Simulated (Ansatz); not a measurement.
PbF₂ (fluorite): the band gap by level of theory

All numbers come from the plane-wave code Ansatz. Non-magnetic throughout; all numbers are computed.

PbF₂ in the fluorite structure, relaxed with r2SCAN. It is cubic, Fm-3m (No. 225); conventional cell a = 5.921 Å, 17.30 Å³ an atom. Pb has 8 F at 2.56 Å; F has 4 Pb at 2.56 Å.

```cif
data_structure
_symmetry_space_group_name_H-M 'P 1'
_symmetry_Int_Tables_number 1
_cell_length_a 4.1867
_cell_length_b 4.1867
_cell_length_c 4.1867
_cell_angle_alpha 60.000
_cell_angle_beta 60.000
_cell_angle_gamma 60.000
_cell_volume 51.89
loop_
_atom_site_label
_atom_site_type_symbol
_atom_site_fract_x
_atom_site_fract_y
_atom_site_fract_z
_atom_site_occupancy
Pb1 Pb 0.00000 0.00000 0.00000 1
F1 F 0.25000 0.25000 0.25000 1
F2 F 0.75000 0.75000 0.75000 1
```

On this one geometry the levels give:
```json
{"level": "LDA", "k mesh": "8×8×8", "gap (eV)": "4.26", "kind": "indirect", "edges": "W → X", "least direct gap (eV)": "4.42", "rough cost": "5 core-seconds"}
{"level": "PBE", "k mesh": "8×8×8", "gap (eV)": "4.42", "kind": "indirect", "edges": "W → X", "least direct gap (eV)": "4.56", "rough cost": "6 core-seconds"}
{"level": "PBE+SOC", "k mesh": "8×8×8", "gap (eV)": "4.04", "kind": "indirect", "edges": "W → X", "least direct gap (eV)": "4.18", "rough cost": "24 core-seconds"}
{"level": "r2SCAN", "k mesh": "8×8×8", "gap (eV)": "4.93", "kind": "indirect", "edges": "W → X", "least direct gap (eV)": "5.07", "rough cost": "11 core-seconds"}
{"level": "r2SCANh", "k mesh": "6×6×6", "gap (eV)": "5.68", "kind": "indirect", "edges": "W → X", "least direct gap (eV)": "5.82", "rough cost": "7 core-minutes"}
{"level": "HSE06", "k mesh": "6×6×6", "gap (eV)": "5.73", "kind": "indirect", "edges": "W → X", "least direct gap (eV)": "5.86", "rough cost": "6 core-minutes"}
{"level": "HSE06+SOC", "k mesh": "4×4×4", "gap (eV)": "5.34", "kind": "indirect", "edges": "W → X", "least direct gap (eV)": "5.47", "rough cost": "9 core-minutes"}
{"level": "DDH-PBE0", "k mesh": "6×6×6", "gap (eV)": "6.86", "kind": "indirect", "edges": "W → X", "least direct gap (eV)": "6.99", "rough cost": "7 core-minutes"}
{"level": "PBE0", "k mesh": "6×6×6", "gap (eV)": "6.45", "kind": "indirect", "edges": "W → X", "least direct gap (eV)": "6.59", "rough cost": "6 core-minutes"}
{"level": "Hartree-Fock", "k mesh": "6×6×6", "gap (eV)": "12.63", "kind": "indirect", "edges": "W → X", "least direct gap (eV)": "12.72", "rough cost": "7 core-minutes"}
{"level": "G0W0@PBE (154 empty bands, 120 eV, 4×4×4)", "k mesh": "4×4×4", "gap (eV)": "6.27", "kind": "–", "edges": "W → X (mesh)", "least direct gap (eV)": "–", "rough cost": "50 core-seconds"}
{"level": "G0W0@PBE (384 empty bands, 220 eV, 4×4×4)", "k mesh": "4×4×4", "gap (eV)": "6.49", "kind": "–", "edges": "L → X (mesh)", "least direct gap (eV)": "–", "rough cost": "5 core-minutes"}
```
PBE: smearing of 0.02 eV; the others have fixed occupations.
Wave cutoffs: 420 eV, 500 eV (r2SCAN, r2SCANh).
The G0W0 gap is PBE's gap over the path plus the quasiparticle shift read on the mesh. The G0W0 figures hold for the stated bands, cutoff and mesh and aren't extrapolated.
Costs come from shared machines and give only the order; PBE's includes the band path. The runs had 4 threads of Intel(R) Xeon(R) Processor @ 2.50GHz (Skylake/Cascade Lake) (shared host).

The HSE06 gap is indirect, 5.73 eV (W to X), below the direct gap of 5.86 eV at X. Spin-orbit coupling changes the PBE gap by -0.38 eV, to 4.04 eV.

Taking G0W0@PBE (384 empty bands, 220 eV, 4×4×4), 6.49 eV, as the yardstick (a computed one, not at the basis limit), PBE0 comes nearest, -0.04 eV off, at about 30 times r2SCAN's cost; G0W0 itself took about 26 times r2SCAN's cost. The others: DDH-PBE0 +0.37, HSE06 -0.76, r2SCANh -0.81, r2SCAN -1.56, PBE -2.07, LDA -2.23, Hartree-Fock +6.14 eV. The yardstick still moved by +0.22 eV in its last step of bands and cutoff, so this order can change. r2SCAN covers 39 % of the step from PBE to HSE06, while HSE06 needs about 30 times r2SCAN's cost (on a coarser mesh). Among these functionals the gap stays indirect.

On the PBEsol cell (a = 5.899 Å), with PBEsol: The zone-centre optical frequencies run from 110 to 248 cm⁻¹, none imaginary (the rest of the zone wasn't tested). With the long-range field the highest mode reaches 321 cm⁻¹. ε∞: 3.40 in all directions. With the ions relaxed, ε⁰ is 29.2 in all directions. Born charges, averaged over directions: Pb +3.22, F -1.61 e.

Only the levels marked +SOC include spin-orbit coupling.

The meshes of the hybrids are coarse, so their gaps aren't converged to the digits shown.
